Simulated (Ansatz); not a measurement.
# CdTe: band structure with exchange-only PBE

**Experimental background.**

A printed reference work, data compilation reports, for a bulk crystal of CdTe at 0 K: band gap 1.607 eV.

CdTe:

```xyz
2
Lattice="0.0000 3.2050 3.2050 3.2050 0.0000 3.2050 3.2050 3.2050 0.0000" Properties=species:S:1:pos:R:3 pbc="T T T"
Te    4.8075    4.8075    4.8075
Cd    0.0000    0.0000    0.0000
```

| Item | Value |
| --- | --- |
| Program | Ansatz 0.2.0 |
| Task | band structure |
| Functional | exchange-only PBE |
| Potentials or basis | Ansatz PAW |
| Cutoff | 420 eV (not typed: the program's choice for these potentials) |
| k mesh | 7 × 7 × 7 |
| Occupations | fermi-dirac, width 0.05 eV |
| Spin | no spin polarisation |
| Path | [["G", "X", "W", "K", "G", "L", "U", "W", "L", "K"], ["U", "X"]] |
| Points for each segment of the path | 14 |

The pressure is 11.5 GPa. The band gap on the k mesh is 0.83 eV, direct and the band gap along the path is 0.83 eV, direct.

Levels at the corners of the path, in eV from the valence-band top:
```tsv
point	band 15	band 16	band 17	band 18	band 19	band 20	band 21	band 22
Γ	-8.05	0.00	0.00	0.00	0.83	4.60	4.60	4.60
X	-7.54	-4.46	-1.97	-1.97	2.60	2.68	9.05	9.27
W	-7.45	-4.35	-2.44	-2.32	4.31	4.74	5.62	6.39
K	-7.49	-4.37	-2.68	-1.64	2.90	4.57	7.47	7.53
Γ	-8.05	0.00	0.00	0.00	0.83	4.60	4.60	4.60
L	-7.69	-4.60	-0.82	-0.82	1.84	5.21	5.21	7.17
U	-7.49	-4.37	-2.68	-1.64	2.90	4.57	7.47	7.53
W	-7.45	-4.35	-2.44	-2.32	4.31	4.74	5.62	6.39
L	-7.69	-4.60	-0.82	-0.82	1.84	5.21	5.21	7.17
K	-7.49	-4.37	-2.68	-1.64	2.90	4.57	7.47	7.53
U	-7.49	-4.37	-2.68	-1.64	2.90	4.57	7.47	7.53
X	-7.54	-4.46	-1.97	-1.97	2.60	2.68	9.05	9.27
```

It took 6.3 s on 2 threads of Intel(R) Xeon(R) Platinum 8259CL CPU @ 2.50GHz (Skylake/Cascade Lake) (shared host), peak memory 0.44 GiB.

Measured gap of CdTe: 1.607 eV (0 K; a printed reference work, data compilation). This calculation gives 0.83 eV (-0.78 eV). Spin-orbit coupling on Cd, Te is left out. The value is that of exchange-only PBE, without temperature or zero-point motion.

Caveat: spin-orbit coupling is left out, which moves the levels of the heavy elements; the PAW data sets come from PBE, with cores solved anew for the run's functional, which leaves a small shift of forces and pressure.
